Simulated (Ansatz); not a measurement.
# HfO2 (P2_1/c): the host for defect calculations, part 2 of 2

Aim: the runs on the perfect crystal HfO2 (P2_1/c) that a defect calculation needs first.

Ansatz 0.2.0; plane-wave PAW DFT, r2SCAN; relaxation of the host's cell and atoms; PAW set soft_1 (the session's first sound run).

So far. Step 3 (Dielectric tensors of the host): The principal values of the electronic dielectric tensor are 4.68, 5.06 and 5.09. The principal values of the static dielectric tensor are 15.30, 19.46 and 21.76.

## Step 4: Defect free supercell relaxed in its symmetry

This cell, the one that will hold the defects, is built from the relaxed host. Its coarser k-points can move the atoms a little, so it is relaxed from the symmetric sites, as the reference for the test of stability.

This step: plane-wave PAW DFT, r2SCAN; relaxation of the defect-free supercell in its symmetry; PAW set soft_1 (Ansatz 0.2.0).

System of this step: HfO2 (P2_1/c). The cell holds 96 atoms: 32 Hf and 64 O. Cell: a = 10.229 Å, b = 10.363 Å, c = 10.593 Å, α = 90.0°, β = 99.5°, γ = 90.0°.

Contents of pristine.symmetric/input.yaml:

```yaml
crystal:
  lattice:
    - [10.2294504898, 0.0, 0.0087819208]
    - [0.0, 10.3626286749, 0.0]
    - [-1.7504376039, 0.0, 10.4476751421]
  atoms:
    - { symbol: Hf, position: [0.1380886692, 0.2290864202, 0.3541307092] }
    - { symbol: Hf, position: [0.3619113308, 0.4790864202, 0.3958692908] }
    - { symbol: Hf, position: [0.3619113308, 0.2709135798, 0.1458692908] }
    - { symbol: Hf, position: [0.1380886692, 0.0209135798, 0.1041307092] }
    - { symbol: O, position: [0.2239984862, 0.3711857871, 0.4892109611] }
    - { symbol: O, position: [0.2760015138, 0.1211857871, 0.2607890389] }
    - { symbol: O, position: [0.2760015138, 0.1288142129, 0.0107890389] }
    - { symbol: O, position: [0.2239984862, 0.3788142129, 0.2392109611] }
    - { symbol: O, position: [0.0349713344, 0.1667376796, 0.1721316082] }
    - { symbol: O, position: [0.4650286656, 0.4167376796, 0.0778683918] }
    - { symbol: O, position: [0.4650286656, 0.3332623204, 0.3278683918] }
    - { symbol: O, position: [0.0349713344, 0.0832623204, 0.4221316082] }
    - { symbol: Hf, position: [0.1380886692, 0.2290864202, 0.8541307092] }
    - { symbol: Hf, position: [0.3619113308, 0.4790864202, 0.8958692908] }
    - { symbol: Hf, position: [0.3619113308, 0.2709135798, 0.6458692908] }
    - { symbol: Hf, position: [0.1380886692, 0.0209135798, 0.6041307092] }
    - { symbol: O, position: [0.2239984862, 0.3711857871, 0.9892109611] }
    - { symbol: O, position: [0.2760015138, 0.1211857871, 0.7607890389] }
    - { symbol: O, position: [0.2760015138, 0.1288142129, 0.5107890389] }
    - { symbol: O, position: [0.2239984862, 0.3788142129, 0.7392109611] }
    - { symbol: O, position: [0.0349713344, 0.1667376796, 0.6721316081] }
    - { symbol: O, position: [0.4650286656, 0.4167376796, 0.5778683919] }
    - { symbol: O, position: [0.4650286656, 0.3332623204, 0.8278683919] }
    - { symbol: O, position: [0.0349713344, 0.0832623204, 0.9221316082] }
    - { symbol: Hf, position: [0.1380886692, 0.7290864202, 0.3541307092] }
    - { symbol: Hf, position: [0.3619113308, 0.9790864202, 0.3958692908] }
    - { symbol: Hf, position: [0.3619113308, 0.7709135798, 0.1458692908] }
    - { symbol: Hf, position: [0.1380886692, 0.5209135798, 0.1041307092] }
    - { symbol: O, position: [0.2239984862, 0.8711857871, 0.4892109611] }
    - { symbol: O, position: [0.2760015138, 0.6211857871, 0.2607890389] }
[... 60 atom lines left out ...]
    - { symbol: O, position: [0.7760015138, 0.6288142129, 0.5107890389] }
    - { symbol: O, position: [0.7239984862, 0.8788142129, 0.7392109611] }
    - { symbol: O, position: [0.5349713344, 0.6667376796, 0.6721316081] }
    - { symbol: O, position: [0.9650286656, 0.9167376796, 0.5778683919] }
    - { symbol: O, position: [0.9650286656, 0.8332623204, 0.8278683919] }
    - { symbol: O, position: [0.5349713344, 0.5832623204, 0.9221316082] }
basis:
  ecutwfc: 500
  xc_grid: 2
hamiltonian:
  xc: r2scan
  pseudopotentials: { kind: paw, azcp: { folder: soft_1 } }
kpoints:
  mp_grid: { grid: [1, 1, 1] }
scf:
  occupations: { method: fermi_dirac, width: 0.01 }
  max_iter: 100
  lower_state_search: "off"
output:
  forces: true
relax:
  f_tol: 0.015
  max_steps: 60
  escape_saddle: false
checkpoint:
  write: "../pristine.symmetric.run"
  compress: false
  write_wavefunctions: false
  write_every: 100000
```

Command:

```sh
> ansatz run input.yaml --threads 32 --pin off --max-ram 131891MiB --backend cuda --events-out ev --progress --plain --runs-dir out
```

Numbers of over 12 decimals in the logs are rounded to 6 here.

Log:

```text
[...]
device memory: the entry about to start is reckoned to put 5.0 GiB on a device that reports 182.5 GiB free
GPU FFT provider: cuFFT
GPU libraries: cuBLAS 13.8.1, cuFFT 12.4.0, cuSOLVER 12.3.2
GPU matrix products: emulated (plane waves: as basis.precision tells), large ones in fixed point in workspaces of 1.00 GiB
Crystal: 96 atoms, lattice volume = 1107.655 Å³
Basis set: ecut = 500 eV, 28081 PW (Γ), exchange–correlation on 150×160×160 points (8 copies of the dense FFT grid, shifted against one another)
Bands: 730, of which v1, the nominal top of the filled ones, is band 608 counted from 1 (607 counted from 0)
Symmetry: 32 space group operations
[...]
k-points: 1
[...]
GPU buffer pool allocated for 480000 grid points (all kernels)
GPU transforms: local potential: pruned to the plane-wave sphere, on 75×75×80; band sums: pruned to the plane-wave sphere, on 75×80×80
[...]
SCF iter   1: F=-540044.301247 eV  HF=-540078.109117 eV  |Δ(HF+E_count)|=         —  Δρ=8.88e-2  dr2=6.76e1  dr2_τ=5.20e0  Hψ=2195
[...]
SCF iter   3: F=-540065.360828 eV  HF=-540070.040970 eV  |Δ(HF+E_count)|=   4.96e-1  Δρ=2.25e-2  dr2=4.81e0  dr2_τ=5.22e-1  Hψ=1104
automatic band count: iteration 3 solves 705 bands in place of 730: the levels show a gap, and the empty bands left out lie too high to hold charge; the band table lists the bands solved (type scf.n_extra_bands for more)
SCF iter   4: F=-540068.796286 eV  HF=-540068.664134 eV  |Δ(HF+E_count)|=    1.38e0  Δρ=7.31e-3  dr2=4.29e-1  dr2_τ=2.91e-2  Hψ=1238
[...]
SCF iter  10: F=-540068.822313 eV  HF=-540068.822313 eV  |Δ(HF+E_count)|=   4.56e-6  Δρ=1.09e-5  dr2=1.10e-6  dr2_τ=1.75e-7  Hψ=2571
SCF 1 converged in 10 iterations: F = -540068.822313 eV  dr2 = 1.10e-6
[...]
relax step   1: F+E_penalty+E_count = -540068.82231293 eV  Δ(F+E_penalty+E_count) = +0.000e0 eV  max|allowed force component| = 9.155e-3 eV/Å  Δτ_max = 0.0000 Å  (10 SCF iters, dr2 threshold 5.63e-6 eV, accepted)
[...]
SCF iter   4: F=-540068.822313 eV  HF=-540068.822313 eV  |Δ(HF+E_count)|=   3.43e-8  Δρ=8.22e-7  dr2=1.20e-8  dr2_τ=4.45e-10  Hψ=2488
SCF 2 converged in 4 iterations: F = -540068.822313 eV  dr2 = 1.20e-8
relax step   2: F+E_penalty+E_count = -540068.82231305 eV  Δ(F+E_penalty+E_count) = -1.262e-7 eV  max|allowed force component| = 9.189e-3 eV/Å  Δτ_max = 0.0000 Å  (4 SCF iters, accepted)
[...]
SCF iter   2: F=-540068.822313 eV  HF=-540068.822313 eV  |Δ(HF+E_count)|=   1.98e-9  Δρ=7.02e-7  dr2=7.14e-9  dr2_τ=3.03e-10  Hψ=1917
SCF 3 converged in 2 iterations: F = -540068.822313 eV  dr2 = 7.14e-9
SCF converged after 2 iterations
Free energy (F): -540068.822313 eV
[...]
Internal energy: -540068.822313 eV  (E = F + TS)
E sigma→0 (E₀):  -540068.822313 eV
Fermi energy:    14.893559 eV
[...]
--- Forces (eV/Å), atoms counted from 1 ---
  atom   1  Hf    -0.00621753    -0.00919331    -0.00422727
  atom   2  Hf     0.00621753    -0.00919331     0.00422727
  atom   3  Hf     0.00621753     0.00919331     0.00422727
  atom   4  Hf    -0.00621753     0.00919331    -0.00422727
  atom   5  O     -0.00678845    -0.00238227    -0.00369237
  atom   6  O      0.00678845    -0.00238227     0.00369237
  [... 90 more lines of this table ...]
  max |Σ_I F_I| component: 4.68e-17 eV/Å
--- Relaxed structure (2 steps of the walk, 2 accepted, 0 SCFs on fresh bases) ---
  F+E_penalty+E_count = -540068.82231305 eV   max|allowed force component| = 9.189e-3 eV/Å
  atoms:
    - { symbol: Hf, position: [0.138089, 0.229086, 0.354131] }
    - { symbol: Hf, position: [0.3619113308, 0.4790864202, 0.395869] }
    - { symbol: Hf, position: [0.361911, 0.2709135798, 0.145869] }
    - { symbol: Hf, position: [0.138089, 0.0209135798, 0.104131] }
    - { symbol: O, position: [0.223998, 0.3711857871, 0.489211] }
    - { symbol: O, position: [0.276002, 0.1211857871, 0.260789] }
  [... 90 more lines of this table ...]
```

It took 2.7 s on 1 × NVIDIA GB200 with 32 threads of Arm Neoverse V2, shared host; peak memory 1.4 GiB.

Hardly anything moved in the relaxation; the energy changed by under 0.2 meV an atom.

## Step 5: Defect free supercell relaxed from displaced atoms

This step: plane-wave PAW DFT, r2SCAN; relaxation of the defect-free supercell from random displacements, a test of the host's stability; PAW set soft_1 (Ansatz 0.2.0).

pristine.rattled/input.yaml, as its differences from pristine.symmetric/input.yaml of step 4:

```diff
@@ -59,6 +59,6 @@
   f_tol: 0.015
-  max_steps: 60
-  escape_saddle: false
+  max_steps: 120
+  random_displacement: { amplitude: 0.06, seed: 6210 }
 checkpoint:
-  write: "../pristine.symmetric.run"
+  write: "../pristine.rattled.run"
   compress: false
```

Log:

```text
[...]
Crystal: 96 atoms, lattice volume = 1107.655 Å³
Basis set: ecut = 500 eV, 28081 PW (Γ), exchange–correlation on 150×160×160 points (8 copies of the dense FFT grid, shifted against one another)
Bands: 730, of which v1, the nominal top of the filled ones, is band 608 counted from 1 (607 counted from 0)
Symmetry: 1 space group operations
k-points: 1
[...]
SCF iter   1: F=-540040.777231 eV  HF=-540075.289612 eV  |Δ(HF+E_count)|=         —  Δρ=8.91e-2  dr2=6.86e1  dr2_τ=5.33e0  Hψ=2171
[...]
SCF iter   3: F=-540062.079759 eV  HF=-540066.889372 eV  |Δ(HF+E_count)|=   5.25e-1  Δρ=2.27e-2  dr2=4.87e0  dr2_τ=5.30e-1  Hψ=1108
[...]
SCF 1 converged in 11 iterations: F = -540065.642339 eV  dr2 = 8.24e-7
[...]
relax step   1: F+E_penalty+E_count = -540065.64233896 eV  Δ(F+E_penalty+E_count) = +0.000e0 eV  max|allowed force component| = 2.283e0 eV/Å  Δτ_max = 0.0000 Å  (11 SCF iters, dr2 threshold 5.63e-6 eV, accepted)
[...]
relax step   2: F+E_penalty+E_count = -540067.40762033 eV  Δ(F+E_penalty+E_count) = -1.765e0 eV  max|allowed force component| = 1.475e0 eV/Å  Δτ_max = 0.1339 Å  (7 SCF iters, dr2 threshold 1.00e-4 eV, accepted)
relax step   3: F+E_penalty+E_count = -540068.81990800 eV  Δ(F+E_penalty+E_count) = -1.412e0 eV  max|allowed force component| = 4.537e-2 eV/Å  Δτ_max = 0.1177 Å  (7 SCF iters, dr2 threshold 1.00e-4 eV, accepted)
relax step   4: F+E_penalty+E_count = -540068.81991278 eV  Δ(F+E_penalty+E_count) = -4.778e-6 eV  max|allowed force component| = 4.512e-2 eV/Å  Δτ_max = 0.0000 Å  (5 SCF iters, accepted)
[...]
SCF iter   2: F=-540068.816380 eV  HF=-540068.816530 eV  |Δ(HF+E_count)|=   4.76e-3  Δρ=3.64e-4  dr2=7.95e-4  dr2_τ=8.08e-5  Hψ=1397
[...]
SCF iter   7: F=-540068.822644 eV  HF=-540068.822644 eV  |Δ(HF+E_count)|=   1.66e-7  Δρ=3.50e-6  dr2=9.33e-8  dr2_τ=1.31e-8  Hψ=2568
SCF 5 converged in 7 iterations: F = -540068.822644 eV  dr2 = 9.33e-8
[...]
relax step   5: F+E_penalty+E_count = -540068.82264398 eV  Δ(F+E_penalty+E_count) = -2.731e-3 eV  max|allowed force component| = 2.938e-3 eV/Å  Δτ_max = 0.0104 Å  (7 SCF iters, accepted)
[...]
SCF iter   1: F=-540068.822644 eV  HF=-540068.822644 eV  |Δ(HF+E_count)|=         —  Δρ=3.50e-6  dr2=9.34e-8  dr2_τ=1.32e-8  Hψ=2850
[...]
SCF iter   2: F=-540068.822644 eV  HF=-540068.822644 eV  |Δ(HF+E_count)|=   1.91e-8  Δρ=1.73e-6  dr2=2.83e-8  dr2_τ=2.18e-9  Hψ=2075
SCF 6 converged in 2 iterations: F = -540068.822644 eV  dr2 = 2.83e-8
SCF converged after 2 iterations
Free energy (F): -540068.822644 eV
[...]
Internal energy: -540068.822644 eV  (E = F + TS)
E sigma→0 (E₀):  -540068.822644 eV
Fermi energy:    14.891397 eV
[...]
--- Forces (eV/Å), atoms counted from 1 ---
  atom   1  Hf     0.00167951    -0.00286213     0.00053677
  atom   2  Hf    -0.00225880     0.00023229     0.00138332
  atom   3  Hf    -0.00292546    -0.00008162    -0.00155472
  atom   4  Hf     0.00279308    -0.00019215     0.00106983
  atom   5  O     -0.00125236    -0.00051710     0.00039945
  atom   6  O      0.00017456    -0.00009128    -0.00155362
  [... 90 more lines of this table ...]
  max |Σ_I F_I| component: 3.41e-3 eV/Å
--- Relaxed structure (5 steps of the walk, 5 accepted, 0 SCFs on fresh bases) ---
  F+E_penalty+E_count = -540068.82264398 eV   max|allowed force component| = 2.938e-3 eV/Å
  atoms:
    - { symbol: Hf, position: [0.138238, 0.228987, 0.354680] }
    - { symbol: Hf, position: [0.362095, 0.478959, 0.396423] }
    - { symbol: Hf, position: [0.362096, 0.270955, 0.146440] }
    - { symbol: Hf, position: [0.138220, 0.020972, 0.104679] }
    - { symbol: O, position: [0.224104, 0.371148, 0.489705] }
    - { symbol: O, position: [0.276232, 0.121152, 0.261419] }
  [... 90 more lines of this table ...]
```

It took 5.2 s on 1 × NVIDIA GB200 with 32 threads; peak memory 1.4 GiB; 15 s of CPU time.

Relaxation path:

```tsv
step	energy less that of the first step (eV)	largest force component (eV/Å)
1	0.0000	2.2827
2	-1.7653	1.4751
3	-3.1776	0.0454
4	-3.1776	0.0451
5	-3.1803	0.0029
```

The relaxation ends 33 meV an atom lower than the displaced start, with a largest force component of 0.0029 eV/Å.

## Step 6: Host on a dense mesh

This step: plane-wave PAW DFT, r2SCAN; single point of the defect-free host, a test of the k-point sampling; PAW set soft_1 (Ansatz 0.2.0).

System of this step: HfO2 (P2_1/c). The structure is monoclinic, space group P2_1/c (No. 14). The conventional cell has a = 5.115 Å, b = 5.181 Å, c = 5.297 Å, α = 90.00°, β = 99.46°, γ = 90.00°. Nearest to Hf lie 7 O at 2.04 to 2.25 Å. O has 4 Hf at 2.14 to 2.25 Å nearest. Nearest to O lie 3 Hf at 2.04 to 2.14 Å. Farther neighbours and most contacts between anions are not listed.

Contents of dense/input.yaml:

```yaml
crystal:
  lattice:
    - [5.1147252449, 0.0, 0.0043909604]
    - [0.0, 5.1813143374, 0.0]
    - [-0.8752188019, 0.0, 5.2238375711]
  atoms:
    - { symbol: Hf, position: [0.2761773384, 0.4581728403, 0.7082614185] }
    - { symbol: Hf, position: [0.7238226616, 0.9581728403, 0.7917385815] }
    - { symbol: Hf, position: [0.7238226616, 0.5418271597, 0.2917385815] }
    - { symbol: Hf, position: [0.2761773384, 0.0418271597, 0.2082614185] }
    - { symbol: O, position: [0.4479969725, 0.7423715742, 0.9784219222] }
    - { symbol: O, position: [0.5520030275, 0.2423715742, 0.5215780778] }
    - { symbol: O, position: [0.5520030275, 0.2576284258, 0.0215780778] }
    - { symbol: O, position: [0.4479969725, 0.7576284258, 0.4784219222] }
    - { symbol: O, position: [0.0699426689, 0.3334753591, 0.3442632163] }
    - { symbol: O, position: [0.9300573311, 0.8334753591, 0.1557367837] }
    - { symbol: O, position: [0.9300573311, 0.6665246409, 0.6557367837] }
    - { symbol: O, position: [0.0699426689, 0.1665246409, 0.8442632163] }
basis:
  ecutwfc: 500
  xc_grid: 2
hamiltonian:
  xc: r2scan
  pseudopotentials: { kind: paw, azcp: { folder: soft_1 } }
kpoints:
  mp_grid: { grid: [6, 6, 6] }
scf:
  occupations: { method: fermi_dirac, width: 0.01 }
  max_iter: 100
  lower_state_search: "off"
checkpoint:
  write: "../dense.run"
  compress: false
  write_wavefunctions: false
  write_every: 100000
```

Log:

```text
[...]
GPU FFT provider: cuFFT
GPU libraries: cuBLAS 13.8.1, cuFFT 12.4.0, cuSOLVER 12.3.2
[...]
Crystal: 12 atoms, lattice volume = 138.457 Å³
Basis set: ecut = 500 eV, 3535 PW (Γ), exchange–correlation on 80×80×80 points (8 copies of the dense FFT grid, shifted against one another)
Bands: 88, of which v1, the nominal top of the filled ones, is band 76 counted from 1 (75 counted from 0)
Symmetry: 4 space group operations
[...]
k-points: 80 of 216
[...]
GPU buffer pool allocated for 64000 grid points (all kernels)
GPU transforms: local potential and band sums: pruned to the plane-wave sphere, on 40×40×40
[...]
SCF iter   1: F=-67505.564801 eV  HF=-67509.801358 eV  |Δ(HF+E_count)|=         —  Δρ=8.88e-2  dr2=8.44e0  dr2_τ=6.45e-1  Hψ=22226
[...]
SCF iter  11: F=-67508.634752 eV  HF=-67508.634752 eV  |Δ(HF+E_count)|=   7.72e-8  Δρ=2.43e-6  dr2=7.70e-9  dr2_τ=2.64e-10  Hψ=14583
SCF 1 converged in 11 iterations: F = -67508.634752 eV  dr2 = 7.70e-9
[...]
SCF converged after 11 iterations
Free energy (F): -67508.634752 eV
[...]
Internal energy: -67508.634752 eV  (E = F + TS)
E sigma→0 (E₀):  -67508.634752 eV
Fermi energy:    14.892710 eV
[...]
```

Run time: 2.1 s. Hardware: 1 × NVIDIA GB200 with 32 threads; peak memory 1.2 GiB.

## Step 7: Defect free supercell at the zone centre

The supercell is run at the zone centre, to see how far that sampling misses the dense mesh.

System of this step: HfO2 (P2_1/c). The cell holds 96 atoms: 32 Hf and 64 O. Cell: a = 10.229 Å, b = 10.363 Å, c = 10.593 Å, α = 90.0°, β = 99.5°, γ = 90.0°.

pristine.sampling_gamma/input.yaml, as its differences from pristine.rattled/input.yaml of step 5:

```diff
@@ -55,10 +55,4 @@
   lower_state_search: "off"
-output:
-  forces: true
-relax:
-  f_tol: 0.015
-  max_steps: 120
-  random_displacement: { amplitude: 0.06, seed: 6210 }
 checkpoint:
-  write: "../pristine.rattled.run"
+  write: "../pristine.sampling_gamma.run"
   compress: false
```

Log:

```text
[...]
GPU FFT provider: cuFFT
GPU libraries: cuBLAS 13.8.1, cuFFT 12.4.0, cuSOLVER 12.3.2
[...]
Crystal: 96 atoms, lattice volume = 1107.655 Å³
Basis set: ecut = 500 eV, 28081 PW (Γ), exchange–correlation on 150×160×160 points (8 copies of the dense FFT grid, shifted against one another)
Bands: 704, of which v1, the nominal top of the filled ones, is band 608 counted from 1 (607 counted from 0)
Symmetry: 32 space group operations
[...]
k-points: 1
[...]
GPU buffer pool allocated for 480000 grid points (all kernels)
[...]
SCF iter   1: F=-540044.265292 eV  HF=-540078.108269 eV  |Δ(HF+E_count)|=         —  Δρ=8.88e-2  dr2=6.77e1  dr2_τ=5.19e0  Hψ=2149
[...]
SCF iter  11: F=-540068.822313 eV  HF=-540068.822313 eV  |Δ(HF+E_count)|=   4.76e-7  Δρ=3.24e-6  dr2=8.57e-8  dr2_τ=1.23e-8  Hψ=1801
SCF 1 converged in 11 iterations: F = -540068.822313 eV  dr2 = 8.57e-8
[...]
SCF converged after 11 iterations
Free energy (F): -540068.822313 eV
[...]
Internal energy: -540068.822313 eV  (E = F + TS)
E sigma→0 (E₀):  -540068.822313 eV
Fermi energy:    14.893552 eV
[...]
```

Elapsed: 1.9 s, on 1 × NVIDIA GB200 with 32 threads; peak memory 1.4 GiB; 4.2 s of CPU time.

## Step 8: What came out

```yaml
primitive_cell_vectors_lengths: 5.115, 5.181, 5.297 Å
electronic_dielectric_constant: principal values (4.68, 5.06, 5.09)
static_dielectric_constant: principal values (15.30, 19.46, 21.76)
gap_on_the_k_mesh_of_the_response_run_pbesol: 4.04 eV
supercell_relaxed_in_its_symmetry_less_the_displaced_and_relaxed_one: 0.000 eV
energy_an_atom_at_the_zone_centre_alone_less_that_on_the_dense_mesh: 0.003 eV
```

Step 5: The energy fell by 3.180 eV from the randomly displaced start; the atoms end within 0.005 Å of the sites as typed, once the mean shift is taken out. The displaced cell ends within 0.01 eV of the symmetric one relaxed in its symmetry, so no lower structure shows in this supercell. The k-mesh can miss the band edges, so this gap is an upper bound at this level. All at zero temperature.

[Logs are printed without paths, hosts, clocks, repeated set-up lines and the standing remarks that a program may print on its own settings, such as how far it seeks lower states.]

[Hosts, paths, dates, database ids (printed as entryN), source tags and the programs' standing remarks are cut or masked in the printed files.]

[Runs of the host that timed out are not shown.]

[For some hosts the program warned that the k-mesh of the response run may be too coarse for force constants and the static dielectric constant; such warnings are not always shown.]
